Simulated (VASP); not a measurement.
# TiC (Fm-3m) in VASP: band structure with PBE

Aim: the band structure of TiC with PBE.

Everything below comes from runs of VASP 6.6.1. Logs are shortened: lines on timing, memory, paths and dates and some standing lists are left out, and cuts for length are marked.

## 1. The crystal as given

It takes space group Fm-3m (No. 225, cubic). The conventional cell has a = 4.333 Å, b = 4.333 Å, c = 4.333 Å, α = 90.00°, β = 90.00°, γ = 90.00°. Ti (site symmetry m-3m) has 6 C at 2.17 Å as nearest neighbours. C (site symmetry m-3m) has 6 Ti at 2.17 Å as nearest neighbours.

## 2. Band structure, PBE

INCAR

```
PREC = Accurate
ENCUT = 520
EDIFF = 1E-7
ISMEAR = 0
SIGMA = 0.1
LREAL = False
LASPH = True
NELM = 60
ALGO = Normal
ISIF = 2
LWAVE = False
LCHARG = False
LMAXMIX = 4
GGA = PE
NBANDS = 15
```

KPOINTS

```
regular mesh
0
Gamma
  16 16 16
```

POSCAR

```
TiC
1.0
    0.0000000000      2.1664820000      2.1664820000
    2.1664820000      0.0000000000      2.1664820000
    2.1664820000      2.1664820000      0.0000000000
Ti C
1 1
Direct
    0.0000000000      0.0000000000      0.0000000000
    0.5000000000      0.5000000000      0.5000000000
```

KPOINTS_OPT

```
path GXWKGLUWLK,UX
15
line-mode
reciprocal
 0.0000000000  0.0000000000  0.0000000000  G
 0.5000000000  0.0000000000  0.5000000000  X

 0.5000000000  0.0000000000  0.5000000000  X
 0.5000000000  0.2500000000  0.7500000000  W

 0.5000000000  0.2500000000  0.7500000000  W
 0.3750000000  0.3750000000  0.7500000000  K

 0.3750000000  0.3750000000  0.7500000000  K
 0.0000000000  0.0000000000  0.0000000000  G

 0.0000000000  0.0000000000  0.0000000000  G
 0.5000000000  0.5000000000  0.5000000000  L

 0.5000000000  0.5000000000  0.5000000000  L
 0.6250000000  0.2500000000  0.6250000000  U

 0.6250000000  0.2500000000  0.6250000000  U
 0.5000000000  0.2500000000  0.7500000000  W

 0.5000000000  0.2500000000  0.7500000000  W
 0.5000000000  0.5000000000  0.5000000000  L

 0.5000000000  0.5000000000  0.5000000000  L
 0.3750000000  0.3750000000  0.7500000000  K

 0.6250000000  0.2500000000  0.6250000000  U
 0.5000000000  0.0000000000  0.5000000000  X
```

Potentials or basis: VASP PAW PBE potentials, release 64 (Ti_sv, C).

Command:

```bash
cat potpaw_PBE.64/Ti_sv/POTCAR potpaw_PBE.64/C/POTCAR > POTCAR
mpirun -np 1 vasp_std > vasp.out
```

OUTCAR:

```text
PREC = Accurate
   ENCUT = 520
   EDIFF = 1E-7
   ISMEAR = 0
   LREAL = False
   LASPH = True
   NELM = 60
   ISIF = 2
   GGA = PE

 ion  position               nearest neighbor table
   1  0.000  0.000  0.000-   2 2.17   2 2.17   2 2.17   2 2.17   2 2.17   2 2.17
   2  0.500  0.500  0.500-   1 2.17   1 2.17   1 2.17   1 2.17   1 2.17   1 2.17

  LATTYP: Found a face centered cubic cell.
 ALAT       =     4.3329640000

  Lattice vectors:

 A1 = (   0.0000000000,   2.1664820000,   2.1664820000)
 A2 = (   2.1664820000,   0.0000000000,   2.1664820000)
 A3 = (   2.1664820000,   2.1664820000,   0.0000000000)

Analysis of symmetry for initial positions (statically):
=====================================================================
 Subroutine PRICEL returns:
 Original cell was already a primitive cell.

 Routine SETGRP: Setting up the symmetry group for a
 face centered cubic supercell.

 Subroutine GETGRP returns: Found 48 space group operations
 (whereof 48 operations were pure point group operations)
 out of a pool of 48 trial point group operations.

The static configuration has the point symmetry O_h .

Analysis of symmetry for dynamics (positions and initial velocities):
=====================================================================
 Subroutine PRICEL returns:
 Original cell was already a primitive cell.

 Routine SETGRP: Setting up the symmetry group for a
 face centered cubic supercell.

 Subroutine GETGRP returns: Found 48 space group operations
 (whereof 48 operations were pure point group operations)
 out of a pool of 48 trial point group operations.

The dynamic configuration has the point symmetry O_h .

 Subroutine INISYM returns: Found 48 space group operations
 (whereof 48 operations are pure point group operations),
 and found     1 'primitive' translations

----------------------------------------------------------------------------------------

                                     Primitive cell

  volume of cell :      20.3374

  direct lattice vectors                    reciprocal lattice vectors
     0.000000000  2.166482000  2.166482000    -0.230788901  0.230788901  0.230788901
     2.166482000  0.000000000  2.166482000     0.230788901 -0.230788901  0.230788901
     2.166482000  2.166482000  0.000000000     0.230788901  0.230788901 -0.230788901

  length of vectors
     3.063868227  3.063868227  3.063868227     0.399738103  0.399738103  0.399738103

  position of ions in fractional coordinates (direct lattice)
     0.000000000  0.000000000  0.000000000
     0.500000000  0.500000000  0.500000000

  ion indices of the primitive-cell ions
   primitive index   ion index
                 1           1
                 2           2

----------------------------------------------------------------------------------------

 KPOINTS: regular mesh

Automatic generation of k-mesh.
 Grid dimensions read from file:
 generate k-points for:   16   16   16

 Generating k-lattice:

  Cartesian coordinates                     Fractional coordinates (reciprocal lattice)
    -0.014424306  0.014424306  0.014424306     0.062500000  0.000000000  0.000000000
     0.014424306 -0.014424306  0.014424306     0.000000000  0.062500000  0.000000000
     0.014424306  0.014424306 -0.014424306     0.000000000  0.000000000  0.062500000

  Length of vectors
     0.024983631  0.024983631  0.024983631

  Shift w.r.t. Gamma in fractional coordinates (k-lattice)
     0.000000000  0.000000000  0.000000000

 Subroutine IBZKPT returns following result:
 ===========================================

 Found    145 irreducible k-points:

 Following reciprocal coordinates:
            Coordinates               Weight
  0.000000  0.000000  0.000000      1.000000
  0.062500  0.000000  0.000000      8.000000
  0.125000  0.000000  0.000000      8.000000
  0.187500  0.000000  0.000000      8.000000
  0.250000  0.000000  0.000000      8.000000
  0.312500  0.000000  0.000000      8.000000
[... 16 lines left out ...]
 -0.125000  0.062500  0.000000     24.000000
 -0.062500  0.062500  0.000000     12.000000
 [... further k-points ...]
   k-points           NKPTS =    145   k-points in BZ     NKDIM =    145   number of bands    NBANDS=     15
   number of dos      NEDOS =    301   number of ions     NIONS =      2
   total plane-waves  NPLWV =  13824
   dimension x,y,z NGX =    24 NGY =   24 NGZ =   24
   dimension x,y,z NGXF=    48 NGYF=   48 NGZF=   48
   ions per type =               1   1
   NGX,Y,Z   is equivalent  to a cutoff of  13.02, 13.02, 13.02 a.u.
   NGXF,Y,Z  is equivalent  to a cutoff of  26.04, 26.04, 26.04 a.u.
 SYSTEM =  unknown system
   PREC   = accura    normal or accurate (medium, high low for compatibility)
   ISTART =      0    job   : 0-new  1-cont  2-samecut
   ICHARG =      2    charge: 1-file 2-atom 10-const
   ISPIN  =      1    spin polarized calculation?
   LNONCOLLINEAR =      F non collinear calculations
   LSORBIT =      F    spin-orbit coupling
   LASPH  =      T    aspherical Exc in radial PAW
   ENCUT  =  520.0 eV  38.22 Ry    6.18 a.u.   5.70  5.70  5.70*2*pi/ulx,y,z
   NELM   =     60;   NELMIN=  2; NELMDL= -5     # of ELM steps
   EDIFF  = 0.1E-06   stopping-criterion for ELM
   LREAL  =      F    real-space projection
   EDIFFG = 0.1E-05   stopping-criterion for IOM
   NSW    =      0    number of steps for IOM
   IBRION =     -1    ionic relax: 0-MD 1-quasi-New 2-CG
   NFREE  =      0    steps in history (QN), initial steepest desc. (CG)
   ISIF   =      2    stress and relaxation
   ISYM   =      2    0-nonsym 1-usesym 2-fastsym
   POTIM  = 0.5000    time-step for ionic-motion
   TEBEG  =    0.0;   TEEND  =   0.0 temperature during run
   PSTRESS=    0.0 pullay stress
   NELECT =      16.0000    total number of electrons
   NUPDOWN=      -1.0000    fix difference up-down
   EMIN   =  10.00;   EMAX   =-10.00  energy-range for DOS
   EFERMI =   0.00;   METHOD = LEGACY
   ISMEAR =     0;   SIGMA  =   0.10  broadening in eV -4-tet -1-fermi 0-gaus
   EFERMI_NEDOS =   21; number of points for ismear=-14 and -15
   IALGO  =     38    algorithm
   IMIX   =      4    mixing-type and parameters
     AMIX     =   0.40;   BMIX     =  1.00
     AMIX_MAG =   1.60;   BMIX_MAG =  1.00
  volume/ion in A,a.u.               =      10.17        68.62
  Fermi-wavevector in a.u.,A,eV,Ry     =   1.511297  2.855937 31.075949  2.284018
  Thomas-Fermi vector in A             =   2.621373
   LORBIT       =      0    0 simple, 1 ext, 2 COOP (PROOUT), +10 PAW based schemes
   GGA     = PE    functional components
   LHFCALC =     F    Hartree Fock is set to
   AEXX    =    0.0000 exact exchange contribution
   IVDW    =     0    specifies the selected vdW correction
   LEPSILON=     F    determine dielectric tensor
   LRPA    =     F    only Hartree local field effects (RPA)
 non-spin polarized calculation
 Gauss-broadening in eV      SIGMA  =   0.10
  energy-cutoff  :      520.00
  volume of cell :       20.34
 maximum number of plane-waves:       568
   NGX = 11   NGY = 11   NGZ = 11

 number of electron      16.0000000 magnetization

 Free energy of the ion-electron system (eV)
  ---------------------------------------------------
  ext. energy  EPLUGINS =         0.00000000
  ---------------------------------------------------
  free energy    TOTEN  =       -18.70953491 eV

  energy without entropy =      -18.70749863  energy(sigma->0) =      -18.70851677

 E-fermi :   9.3942     XC(G=0): -12.6924

 val. band max:        9.3754312728   @ k =  -0.0625   0.0625   0.0000
 cond. band min:       9.3966635898   @ k =   0.1250   0.1250   0.0000
 fundamental gap:      0.0212323170
 Fermi energy:         9.3942339730

 k-point     1 :       0.0000    0.0000    0.0000
  band No.  band energies     occupation
      1     -47.1922      2.00000
      2     -23.2168      2.00000
      3     -23.2168      2.00000
      4     -23.2168      2.00000
      5      -2.9920      2.00000
      6      10.0931      0.00000
      7      10.0931      0.00000
      8      10.0931      0.00000
      9      11.0758      0.00000
     10      11.0758      0.00000
     11      11.0758      0.00000
     12      11.1104      0.00000
     13      11.1104      0.00000
     14      19.8666      0.00000
     15      23.4279      0.00000

 k-point     2 :       0.0625    0.0000    0.0000
  band No.  band energies     occupation
      1     -47.1894      2.00000
      2     -23.2363      2.00000
      3     -23.2187      2.00000
      4     -23.2187      2.00000
      5      -2.9037      2.00000
      6       9.6493      0.00031
      7       9.8846      0.00000
      8       9.8846      0.00000
      9      10.4258      0.00000
     10      10.4258      0.00000
     11      11.3145      0.00000
     12      12.0975      0.00000
     13      12.0975      0.00000
     14      20.0275      0.00000
     15      23.4634      0.00000

 k-point     3 :       0.1250    0.0000    0.0000
  band No.  band energies     occupation
      1     -47.1816      2.00000
      2     -23.2916      2.00000
      3     -23.2239      2.00000
      4     -23.2239      2.00000
      5      -2.6442      2.00000
      6       8.7725      2.00000
      7       9.1166      1.99991
      8       9.1166      1.99991
      9      10.5075      0.00000
     10      10.5075      0.00000
     11      11.6426      0.00000
     12      13.1580      0.00000
     13      13.1580      0.00000
     14      20.4175      0.00000
     15      23.4820      0.00000
[... 343 lines left out ...]
 k-point    23 :      -0.1250    0.0625    0.0000
  band No.  band energies     occupation
      1     -47.1759      2.00000
      2     -23.3237      2.00000
      3     -23.2421      2.00000
      4     -23.2213      2.00000
      5      -2.4509      2.00000
      6       8.2824      2.00000
      7       8.6050      2.00000
      8       8.8165      2.00000
      9      10.3994      0.00000
     10      10.9456      0.00000
     11      11.9527      0.00000
     12      13.0059      0.00000
     13      14.1231      0.00000
     14      20.6798      0.00000
     15      23.4625      0.00000

 k-point    24 :      -0.0625    0.0625    0.0000
  band No.  band energies     occupation
      1     -47.1850      2.00000
      2     -23.2632      2.00000
      3     -23.2297      2.00000
      4     -23.2180      2.00000
      5      -2.7592      2.00000
      6       9.1826      1.99724
      7       9.3682      1.28708
      8       9.3754      1.20969
      9      10.2035      0.00000
     10      10.7774      0.00000
     11      11.6646      0.00000
     12      12.2200      0.00000
     13      13.0812      0.00000
     14      20.2745      0.00000
     15      23.4959      0.00000

 [... further k-points ...]

------------------------ aborting loop because EDIFF is reached ----------------------------------------

  FORCE on cell =-STRESS in cart. coord.  units (eV):
  Direction    XX          YY          ZZ          XY          YZ          ZX
  --------------------------------------------------------------------------------------
  -------------------------------------------------------------------------------------
  Total        0.0262559      0.0262559      0.0262559      0.0000000      0.0000000     -0.0000000
  in kB        2.0684347      2.0684347      2.0684347      0.0000000      0.0000000     -0.0000000
  external PRESSURE =       2.0684347 kB  Pullay stress =       0.0000000 kB

 VOLUME and BASIS-vectors are now :
 -----------------------------------------------------------------------------
  energy-cutoff  :      520.00
  volume of cell :       20.34
      direct lattice vectors                 reciprocal lattice vectors
     0.000000000  2.166482000  2.166482000    -0.230788901  0.230788901  0.230788901
     2.166482000  0.000000000  2.166482000     0.230788901 -0.230788901  0.230788901
     2.166482000  2.166482000  0.000000000     0.230788901  0.230788901 -0.230788901

 POSITION                                       TOTAL-FORCE (eV/Angst)
 -----------------------------------------------------------------------------------
      0.00000      0.00000      0.00000        -0.000000     -0.000000     -0.000000
      2.16648      2.16648      2.16648         0.000000      0.000000      0.000000
 -----------------------------------------------------------------------------------
    total drift:                                0.000000     -0.000000     -0.000000

  FREE ENERGIE OF THE ION-ELECTRON SYSTEM (eV)
  ---------------------------------------------------
  free  energy   TOTEN  =       -18.7095349132 eV

  energy  without entropy=      -18.7074986346  energy(sigma->0) =      -18.70851677
```

Wall time 23 s (1 thread of Intel Xeon 6975P-C (Granite Rapids), shared host); peak memory 0.19 GiB.

Results:

```
Free energy             : -18.7095 eV
Pressure                : 0.2 GPa
Band gap along the path : none (metal or under the smearing width)
```

Levels at the corners of the path, in eV from the Fermi level:
| point | band 6 | band 7 | band 8 | band 9 | band 10 | band 11 |
| --- | --- | --- | --- | --- | --- | --- |
| Γ | 0.70 | 0.70 | 0.70 | 1.68 | 1.68 | 1.68 |
| X | -3.42 | -1.61 | -0.03 | -0.03 | 2.71 | 3.51 |
| X | -3.42 | -1.61 | -0.03 | -0.03 | 2.71 | 3.51 |
| W | -3.13 | -3.13 | -2.70 | 2.79 | 2.79 | 3.52 |
| W | -3.13 | -3.13 | -2.70 | 2.79 | 2.79 | 3.52 |
| K | -3.46 | -3.34 | -1.71 | 1.46 | 3.14 | 3.82 |
| K | -3.46 | -3.34 | -1.71 | 1.46 | 3.14 | 3.82 |
| Γ | 0.70 | 0.70 | 0.70 | 1.68 | 1.68 | 1.68 |
| Γ | 0.70 | 0.70 | 0.70 | 1.68 | 1.68 | 1.68 |
| L | -5.83 | -2.88 | -2.88 | 2.92 | 2.92 | 4.10 |
| L | -5.83 | -2.88 | -2.88 | 2.92 | 2.92 | 4.10 |
| U | -3.46 | -3.34 | -1.71 | 1.46 | 3.14 | 3.82 |
| U | -3.46 | -3.34 | -1.71 | 1.46 | 3.14 | 3.82 |
| W | -3.13 | -3.13 | -2.70 | 2.79 | 2.79 | 3.52 |
| W | -3.13 | -3.13 | -2.70 | 2.79 | 2.79 | 3.52 |
| L | -5.83 | -2.88 | -2.88 | 2.92 | 2.92 | 4.10 |
| L | -5.83 | -2.88 | -2.88 | 2.92 | 2.92 | 4.10 |
| K | -3.46 | -3.34 | -1.71 | 1.46 | 3.14 | 3.82 |
| U | -3.46 | -3.34 | -1.71 | 1.46 | 3.14 | 3.82 |
| X | -3.42 | -1.61 | -0.03 | -0.03 | 2.71 | 3.51 |
